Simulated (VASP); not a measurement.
A run of VASP 6.6.1 is set up as follows.

The input INCAR:

```
PREC = Accurate
ENCUT = 600
EDIFF = 1E-6
ISMEAR = 1
SIGMA = 0.1
LREAL = False
LASPH = True
NELM = 80
ALGO = Normal
ISIF = 3
LWAVE = False
LCHARG = False
GGA = PE
IBRION = 2
NSW = 90
EDIFFG = -0.01
```

File KPOINTS:

```
regular mesh
0
Gamma
  16 16 16
```

File POSCAR:

```
Nb
1.0
   -1.6639500000      1.6639500000      1.6639500000
    1.6639500000     -1.6639500000      1.6639500000
    1.6639500000      1.6639500000     -1.6639500000
Nb
1
Direct
    0.0000000000      0.0000000000      0.0000000000
```

Potentials or basis: VASP PAW PBE potentials, release 64 (Nb_sv).

Launch:

```console
$ cat potpaw_PBE.64/Nb_sv/POTCAR > POTCAR
$ mpirun -np 1 vasp_std > vasp.out
```

(1) Predict the relaxed cell.

(2) What does it give for the space group after relaxing (to 0.05 Å)?

(3) Estimate the relaxed volume.

Results:

(1) a = 2.864 Å, b = 2.864 Å, c = 2.864 Å, α = 109.47°, β = 109.47°, γ = 109.47°.

(2) Im-3m (No. 229).

(3) 18.08 Å³/atom.
